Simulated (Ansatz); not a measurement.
# Band structure of Sb

```
CELL_PARAMETERS angstrom
2.15060 1.24165 3.74400
-2.15060 1.24165 3.74400
0.00000 -2.48330 3.74400
ATOMIC_POSITIONS crystal
Sb 0.23364 0.23364 0.23364
Sb 0.76636 0.76636 0.76636
```

Atom numbers follow the list: Sb1, Sb2.

The cell is a measured one (Crystallography Open Database entry 9009654); the temperature and pressure of the measurement aren't taken into account, and nothing was relaxed.

No spin–orbit coupling, which matters for the heavy atoms here.

Computed with DFT, PBE, all-electron LAPW, scalar-relativistic (Ansatz 0.2.0).

Numerical set-up: a Γ-centred 9×9×9 k mesh, Fermi–Dirac smearing of 0.05 eV, basis error target 0.5 meV/atom, no spin polarisation.

Points in fractions of the reciprocal vectors of this cell: Γ (0, 0, 0), T (0.5, 0.5, 0.5), H2 (0.76, 0.24, 0.5), H0 (0.5, -0.24, 0.24), L (0.5, 0, 0), S0 (0.37, -0.37, 0), S2 (0.63, 0, 0.37), F (0.5, 0, 0.5). The path joins them by straight lines in the order Γ–T–H2–H0–L–Γ–S0–S2–F; legs that retrace an earlier one aren't tabulated. Energies are in eV from the Fermi level.

Task: Metal or insulator at this level of theory?

Result: No gap opens: metallic or semimetallic.

Task: Tabulate bands 20 to 26, counted from the lowest band of the run, along the path.

Result: 
```json
{"k (1/Å)": "0.00", "point": "Γ", "band 20": "-4.78", "band 21": "-2.08", "band 22": "-1.82", "band 23": "-1.82", "band 24": "2.10", "band 25": "2.71", "band 26": "2.71"}
{"k (1/Å)": "0.12", "point": "", "band 20": "-5.09", "band 21": "-1.85", "band 22": "-1.81", "band 23": "-1.81", "band 24": "2.06", "band 25": "2.54", "band 26": "2.54"}
{"k (1/Å)": "0.24", "point": "", "band 20": "-5.80", "band 21": "-1.77", "band 22": "-1.77", "band 23": "-1.40", "band 24": "1.97", "band 25": "2.10", "band 26": "2.10"}
{"k (1/Å)": "0.36", "point": "", "band 20": "-6.63", "band 21": "-1.71", "band 22": "-1.71", "band 23": "-1.00", "band 24": "1.56", "band 25": "1.56", "band 26": "1.80"}
{"k (1/Å)": "0.48", "point": "", "band 20": "-7.45", "band 21": "-1.62", "band 22": "-1.62", "band 23": "-0.73", "band 24": "1.03", "band 25": "1.03", "band 26": "1.57"}
{"k (1/Å)": "0.60", "point": "", "band 20": "-8.21", "band 21": "-1.50", "band 22": "-1.50", "band 23": "-0.57", "band 24": "0.57", "band 25": "0.57", "band 26": "1.34"}
{"k (1/Å)": "0.72", "point": "", "band 20": "-8.79", "band 21": "-1.38", "band 22": "-1.38", "band 23": "-0.48", "band 24": "0.23", "band 25": "0.23", "band 26": "1.17"}
{"k (1/Å)": "0.84", "point": "T", "band 20": "-9.03", "band 21": "-1.33", "band 22": "-1.33", "band 23": "-0.45", "band 24": "0.11", "band 25": "0.11", "band 26": "1.11"}
{"k (1/Å)": "0.95", "point": "", "band 20": "-9.01", "band 21": "-2.03", "band 22": "-1.58", "band 23": "-0.14", "band 24": "-0.10", "band 25": "0.56", "band 26": "1.66"}
{"k (1/Å)": "1.06", "point": "", "band 20": "-8.94", "band 21": "-2.96", "band 22": "-2.22", "band 23": "-0.30", "band 24": "0.03", "band 25": "1.67", "band 26": "2.61"}
{"k (1/Å)": "1.16", "point": "", "band 20": "-8.84", "band 21": "-3.80", "band 22": "-2.98", "band 23": "-0.34", "band 24": "0.18", "band 25": "2.85", "band 26": "3.55"}
{"k (1/Å)": "1.27", "point": "", "band 20": "-8.76", "band 21": "-4.47", "band 22": "-3.69", "band 23": "-0.37", "band 24": "0.34", "band 25": "3.89", "band 26": "4.21"}
{"k (1/Å)": "1.38", "point": "", "band 20": "-8.74", "band 21": "-4.91", "band 22": "-4.30", "band 23": "-0.42", "band 24": "0.51", "band 25": "4.41", "band 26": "4.50"}
{"k (1/Å)": "1.49", "point": "", "band 20": "-8.84", "band 21": "-5.05", "band 22": "-4.77", "band 23": "-0.55", "band 24": "0.64", "band 25": "4.48", "band 26": "4.59"}
{"k (1/Å)": "1.60", "point": "H2", "band 20": "-9.06", "band 21": "-5.03", "band 22": "-4.90", "band 23": "-0.74", "band 24": "0.69", "band 25": "4.61", "band 26": "4.67"}
{"k (1/Å)": "1.69", "point": "", "band 20": "-9.13", "band 21": "-5.17", "band 22": "-4.59", "band 23": "-1.17", "band 24": "1.06", "band 25": "4.24", "band 26": "5.22"}
{"k (1/Å)": "1.79", "point": "", "band 20": "-9.14", "band 21": "-5.28", "band 22": "-4.08", "band 23": "-1.91", "band 24": "1.77", "band 25": "3.91", "band 26": "4.71"}
{"k (1/Å)": "1.89", "point": "", "band 20": "-9.14", "band 21": "-5.34", "band 22": "-3.46", "band 23": "-2.68", "band 24": "2.57", "band 25": "3.45", "band 26": "4.19"}
{"k (1/Å)": "1.98", "point": "", "band 20": "-9.14", "band 21": "-5.34", "band 22": "-3.46", "band 23": "-2.68", "band 24": "2.57", "band 25": "3.45", "band 26": "4.19"}
{"k (1/Å)": "2.08", "point": "", "band 20": "-9.14", "band 21": "-5.28", "band 22": "-4.08", "band 23": "-1.91", "band 24": "1.77", "band 25": "3.91", "band 26": "4.71"}
{"k (1/Å)": "2.17", "point": "", "band 20": "-9.13", "band 21": "-5.17", "band 22": "-4.59", "band 23": "-1.17", "band 24": "1.06", "band 25": "4.24", "band 26": "5.22"}
{"k (1/Å)": "2.27", "point": "H0", "band 20": "-9.06", "band 21": "-5.03", "band 22": "-4.90", "band 23": "-0.74", "band 24": "0.69", "band 25": "4.61", "band 26": "4.67"}
{"k (1/Å)": "2.37", "point": "", "band 20": "-9.33", "band 21": "-5.07", "band 22": "-4.53", "band 23": "-0.95", "band 24": "0.66", "band 25": "4.69", "band 26": "4.93"}
{"k (1/Å)": "2.47", "point": "", "band 20": "-9.58", "band 21": "-4.88", "band 22": "-4.01", "band 23": "-1.17", "band 24": "0.57", "band 25": "4.55", "band 26": "4.57"}
{"k (1/Å)": "2.57", "point": "", "band 20": "-9.56", "band 21": "-4.47", "band 22": "-3.36", "band 23": "-1.37", "band 24": "0.45", "band 25": "3.55", "band 26": "3.91"}
{"k (1/Å)": "2.67", "point": "", "band 20": "-9.58", "band 21": "-3.88", "band 22": "-2.61", "band 23": "-1.55", "band 24": "0.33", "band 25": "2.42", "band 26": "3.05"}
{"k (1/Å)": "2.77", "point": "", "band 20": "-9.63", "band 21": "-3.17", "band 22": "-1.79", "band 23": "-1.68", "band 24": "0.23", "band 25": "1.31", "band 26": "2.12"}
{"k (1/Å)": "2.87", "point": "", "band 20": "-9.66", "band 21": "-2.42", "band 22": "-1.77", "band 23": "-0.92", "band 24": "0.17", "band 25": "0.32", "band 26": "1.16"}
{"k (1/Å)": "2.97", "point": "L", "band 20": "-9.67", "band 21": "-1.95", "band 22": "-1.83", "band 23": "-0.31", "band 24": "-0.20", "band 25": "0.19", "band 26": "0.47"}
{"k (1/Å)": "3.10", "point": "", "band 20": "-9.16", "band 21": "-1.95", "band 22": "-1.86", "band 23": "-0.53", "band 24": "0.10", "band 25": "0.31", "band 26": "0.56"}
{"k (1/Å)": "3.23", "point": "", "band 20": "-8.35", "band 21": "-1.95", "band 22": "-1.93", "band 23": "-0.76", "band 24": "0.53", "band 25": "0.64", "band 26": "0.82"}
{"k (1/Å)": "3.35", "point": "", "band 20": "-7.46", "band 21": "-1.99", "band 22": "-1.94", "band 23": "-0.97", "band 24": "1.02", "band 25": "1.11", "band 26": "1.22"}
{"k (1/Å)": "3.48", "point": "", "band 20": "-6.56", "band 21": "-2.03", "band 22": "-1.91", "band 23": "-1.19", "band 24": "1.51", "band 25": "1.65", "band 26": "1.70"}
{"k (1/Å)": "3.61", "point": "", "band 20": "-5.71", "band 21": "-2.04", "band 22": "-1.87", "band 23": "-1.46", "band 24": "1.92", "band 25": "2.16", "band 26": "2.19"}
{"k (1/Å)": "3.73", "point": "", "band 20": "-5.05", "band 21": "-2.05", "band 22": "-1.83", "band 23": "-1.72", "band 24": "2.08", "band 25": "2.55", "band 26": "2.57"}
{"k (1/Å)": "3.86", "point": "Γ", "band 20": "-4.78", "band 21": "-2.08", "band 22": "-1.82", "band 23": "-1.82", "band 24": "2.10", "band 25": "2.71", "band 26": "2.71"}
{"k (1/Å)": "4.01", "point": "", "band 20": "-5.15", "band 21": "-2.11", "band 22": "-1.86", "band 23": "-1.62", "band 24": "2.05", "band 25": "2.33", "band 26": "2.69"}
{"k (1/Å)": "4.17", "point": "", "band 20": "-5.99", "band 21": "-2.49", "band 22": "-1.64", "band 23": "-1.24", "band 24": "1.50", "band 25": "1.54", "band 26": "2.82"}
{"k (1/Å)": "4.32", "point": "", "band 20": "-6.95", "band 21": "-3.11", "band 22": "-1.30", "band 23": "-1.00", "band 24": "0.65", "band 25": "0.87", "band 26": "3.21"}
{"k (1/Å)": "4.48", "point": "", "band 20": "-7.87", "band 21": "-3.79", "band 22": "-1.30", "band 23": "-1.25", "band 24": "0.35", "band 25": "0.84", "band 26": "3.77"}
{"k (1/Å)": "4.63", "point": "", "band 20": "-8.68", "band 21": "-4.44", "band 22": "-1.99", "band 23": "-1.78", "band 24": "0.92", "band 25": "1.42", "band 26": "4.45"}
{"k (1/Å)": "4.79", "point": "", "band 20": "-9.34", "band 21": "-4.97", "band 22": "-2.67", "band 23": "-2.40", "band 24": "1.86", "band 25": "2.26", "band 26": "5.22"}
{"k (1/Å)": "4.94", "point": "S0", "band 20": "-9.14", "band 21": "-5.35", "band 22": "-3.21", "band 23": "-2.95", "band 24": "2.83", "band 25": "3.23", "band 26": "4.13"}
{"k (1/Å)": "5.02", "point": "", "band 20": "-9.26", "band 21": "-5.27", "band 22": "-3.55", "band 23": "-2.42", "band 24": "2.18", "band 25": "3.57", "band 26": "4.41"}
{"k (1/Å)": "5.11", "point": "", "band 20": "-9.38", "band 21": "-5.14", "band 22": "-3.93", "band 23": "-1.74", "band 24": "1.36", "band 25": "4.05", "band 26": "4.81"}
{"k (1/Å)": "5.19", "point": "", "band 20": "-9.48", "band 21": "-5.00", "band 22": "-4.19", "band 23": "-1.18", "band 24": "0.72", "band 25": "4.51", "band 26": "4.99"}
{"k (1/Å)": "5.28", "point": "", "band 20": "-9.48", "band 21": "-5.00", "band 22": "-4.19", "band 23": "-1.18", "band 24": "0.72", "band 25": "4.51", "band 26": "4.99"}
{"k (1/Å)": "5.36", "point": "", "band 20": "-9.38", "band 21": "-5.14", "band 22": "-3.93", "band 23": "-1.74", "band 24": "1.36", "band 25": "4.05", "band 26": "4.81"}
{"k (1/Å)": "5.45", "point": "", "band 20": "-9.26", "band 21": "-5.27", "band 22": "-3.55", "band 23": "-2.42", "band 24": "2.18", "band 25": "3.57", "band 26": "4.41"}
{"k (1/Å)": "5.53", "point": "S2", "band 20": "-9.14", "band 21": "-5.35", "band 22": "-3.21", "band 23": "-2.95", "band 24": "2.83", "band 25": "3.23", "band 26": "4.13"}
{"k (1/Å)": "5.58", "point": "", "band 20": "-8.87", "band 21": "-5.43", "band 22": "-3.36", "band 23": "-3.11", "band 24": "2.88", "band 25": "3.58", "band 26": "3.96"}
{"k (1/Å)": "5.64", "point": "", "band 20": "-8.62", "band 21": "-5.49", "band 22": "-3.49", "band 23": "-3.27", "band 24": "2.62", "band 25": "3.92", "band 26": "4.17"}
{"k (1/Å)": "5.69", "point": "", "band 20": "-8.41", "band 21": "-5.51", "band 22": "-3.60", "band 23": "-3.40", "band 24": "2.27", "band 25": "4.25", "band 26": "4.52"}
{"k (1/Å)": "5.75", "point": "", "band 20": "-8.23", "band 21": "-5.52", "band 22": "-3.68", "band 23": "-3.52", "band 24": "1.96", "band 25": "4.54", "band 26": "4.89"}
{"k (1/Å)": "5.80", "point": "", "band 20": "-8.10", "band 21": "-5.51", "band 22": "-3.74", "band 23": "-3.61", "band 24": "1.72", "band 25": "4.77", "band 26": "5.22"}
{"k (1/Å)": "5.86", "point": "", "band 20": "-8.03", "band 21": "-5.49", "band 22": "-3.78", "band 23": "-3.68", "band 24": "1.57", "band 25": "4.92", "band 26": "5.45"}
{"k (1/Å)": "5.91", "point": "F", "band 20": "-8.00", "band 21": "-5.49", "band 22": "-3.79", "band 23": "-3.70", "band 24": "1.52", "band 25": "4.98", "band 26": "5.54"}
```
